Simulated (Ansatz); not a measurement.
# Ba: the cost of one run

Method: DFT PBE, scalar-relativistic, plane waves, PAW, in Ansatz 0.2.0.

3 further runs of the same task are left out: 3 set aside as unsound or not needed.

**1. The system as given**

It takes space group C2/m (No. 12, monoclinic). The conventional cell has a = 12.297 Å, b = 21.299 Å, c = 12.297 Å, α = 90.00°, β = 109.47°, γ = 90.00°. Ba (site symmetry m) has 7 Ba at 4.35 Å as nearest neighbours. Ba (site symmetry 1) is surrounded by 8 Ba at 4.35 Å. Around Ba (site symmetry 1) lie 7 Ba at 4.35 Å. Ba (site symmetry m) is surrounded by 8 Ba at 4.35 Å. Ba (site symmetry 2) has 8 Ba at 4.35 Å as nearest neighbours. Only part of the 9 independent sites is listed.

As a file:

```
CELL_PARAMETERS angstrom
5.02018 10.04037 5.02018
10.04037 5.02018 -5.02018
-5.02018 10.04037 -5.02018
ATOMIC_POSITIONS crystal
Ba 0.12500 0.00000 0.62500
Ba 0.08333 0.33333 0.75000
Ba 0.04167 0.66667 0.87500
Ba 0.25000 0.00000 0.25000
Ba 0.20833 0.33333 0.37500
Ba 0.16667 0.66667 0.50000
Ba 0.33333 0.33333 0.00000
Ba 0.29167 0.66667 0.12500
Ba 0.37500 0.00000 0.87500
Ba 0.50000 0.00000 0.50000
Ba 0.45833 0.33333 0.62500
Ba 0.41667 0.66667 0.75000
Ba 0.62500 0.00000 0.12500
Ba 0.58333 0.33333 0.25000
Ba 0.54167 0.66667 0.37500
Ba 0.66667 0.66667 0.00000
Ba 0.75000 0.00000 0.75000
Ba 0.70833 0.33333 0.87500
Ba 0.87500 0.00000 0.37500
Ba 0.83333 0.33333 0.50000
Ba 0.79167 0.66667 0.62500
Ba 0.95833 0.33333 0.12500
Ba 0.91667 0.66667 0.25000
```

It is built from the cell relaxed beforehand with the same method (63.26 Å³/atom).

**2. The vacancy and the jump**

The supercell lacks one Ba atom, at fractional position (0.000, 0.000, 0.000), and holds 23 atoms. Atom 9 (Ba), 4.35 Å away, is to jump into the empty site. The cell is fixed.

**3. Relaxing around the vacancy**

input.yaml

```yaml
crystal:
  lattice:
    - [5.0201826112, 10.0403652224, 5.0201826112]
    - [10.0403652224, 5.0201826112, -5.0201826112]
    - [-5.0201826112, 10.0403652224, -5.0201826112]
  atoms:
    - { symbol: Ba, position: [0.125, 0.0, 0.625] }
    - { symbol: Ba, position: [0.0833333333, 0.3333333333, 0.75] }
    - { symbol: Ba, position: [0.0416666667, 0.6666666667, 0.875] }
    - { symbol: Ba, position: [0.25, 0.0, 0.25] }
    - { symbol: Ba, position: [0.2083333333, 0.3333333333, 0.375] }
    - { symbol: Ba, position: [0.1666666667, 0.6666666667, 0.5] }
    - { symbol: Ba, position: [0.3333333333, 0.3333333333, 0.0] }
    - { symbol: Ba, position: [0.2916666667, 0.6666666667, 0.125] }
    - { symbol: Ba, position: [0.375, 0.0, 0.875] }
    - { symbol: Ba, position: [0.5, 0.0, 0.5] }
    - { symbol: Ba, position: [0.4583333333, 0.3333333333, 0.625] }
    - { symbol: Ba, position: [0.4166666667, 0.6666666667, 0.75] }
    - { symbol: Ba, position: [0.625, 0.0, 0.125] }
    - { symbol: Ba, position: [0.5833333333, 0.3333333333, 0.25] }
    - { symbol: Ba, position: [0.5416666667, 0.6666666667, 0.375] }
    - { symbol: Ba, position: [0.6666666667, 0.6666666667, 0.0] }
    - { symbol: Ba, position: [0.75, 1.0, 0.75] }
    - { symbol: Ba, position: [0.7083333333, 0.3333333333, 0.875] }
    - { symbol: Ba, position: [0.875, 1.0, 0.375] }
    - { symbol: Ba, position: [0.8333333333, 0.3333333333, 0.5] }
    - { symbol: Ba, position: [0.7916666667, 0.6666666667, 0.625] }
    - { symbol: Ba, position: [0.9583333333, 0.3333333333, 0.125] }
    - { symbol: Ba, position: [0.9166666667, 0.6666666667, 0.25] }
basis:
  ecutwfc: 420
kpoints:
  mp_grid: { grid: [4, 4, 2] }
hamiltonian:
  xc: pbe
scf:
  occupations: { method: gaussian, width: 0.1 }
output:
  forces: true
  stress: true
  eigenvalues: true
  write_density: true
  write_potential: true
  elf: true
  volumetric_format: npy
relax:
  adjacent_minimum: "off"
  f_tol: 0.02
  max_steps: 50
```

The run is started by

```
$ ansatz run input.yaml --threads 4 --pin off --max-ram 9216MiB --backend cpu --events-out ev --progress --plain --runs-dir out
```

**Question.** How long does this run take on 4 threads of Intel Xeon Platinum 8488C (Sapphire Rapids), shared host, and how much memory does it need?

About 2.9 min, with a peak of 5.9 GiB.
